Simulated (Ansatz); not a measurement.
## ZrO2: course of a relaxation

The calculation used Ansatz 0.2.0, DFT r2SCAN, scalar-relativistic, plane waves, PAW. (500 eV cutoff, 8×8×8 k-mesh, Gaussian smearing of 0.02 eV, no spin polarisation)

What was changed: relaxed at 2 GPa.

Command:

```bash
ansatz run input.yaml --threads 1 --pin off --max-ram 2560MiB --backend cpu --events-out ev --progress --plain --runs-dir out
```

Input:

```yaml
crystal:
  lattice:
    - [0.0, 2.5285213945, 2.5285213945]
    - [2.5285213945, 0.0, 2.5285213945]
    - [2.5285213945, 2.5285213945, 0.0]
  atoms:
    - { symbol: Zr, position: [0.0, 0.0, 0.0] }
    - { symbol: O, position: [0.25, 0.25, 0.25] }
    - { symbol: O, position: [0.75, 0.75, 0.75] }
basis:
  ecutwfc: 500
kpoints:
  mp_grid: { grid: [8, 8, 8] }
hamiltonian:
  xc: r2scan
scf:
  occupations: { method: gaussian, width: 0.02 }
output:
  forces: true
  stress: true
  eigenvalues: true
relax:
  adjacent_minimum: "off"
  f_tol: 0.008
  max_steps: 50
  cell: { stress_tol: 0.08, p_target: 2.0 }
```

F is the free energy. Steps run on the plane waves of an earlier cell, but the last one, and at times one on the way, on a freshly chosen basis, so a repeated geometry can differ a little in energy. The relaxation lowers the enthalpy F + PV at the target pressure, so F itself can rise.

Steps:

```csv
step,F − F(1) (eV),largest force component (eV/Å),V (Å³/atom),P (GPa)
1,0.0000,0.000,10.777,5.11
2,-0.0086,0.000,10.926,1.41
3,-0.0079,0.000,10.902,1.99
4,-0.0083,0.000,10.902,1.98
```

Relaxed structure:

```yaml
crystal:
  lattice:
    - [0.00000, 2.53823, 2.53823]
    - [2.53823, 0.00000, 2.53823]
    - [2.53823, 2.53823, 0.00000]
  atoms:
    - { symbol: Zr, position: [0.00000, 0.00000, 0.00000] }
    - { symbol: O, position: [0.25000, 0.25000, 0.25000] }
    - { symbol: O, position: [0.75000, 0.75000, 0.75000] }
```

It takes space group Fm-3m (No. 225, cubic). The conventional cell has a = 5.076 Å, b = 5.076 Å, c = 5.076 Å, α = 90.00°, β = 90.00°, γ = 90.00°. Zr (site symmetry m-3m) is surrounded by 8 O at 2.20 Å. Around O (site symmetry -43m) lie 4 Zr at 2.20 Å.

The run converged. The run took 9.4 s on 1 thread of Arm Neoverse V2, on a shared host, peak memory 0.39 GiB.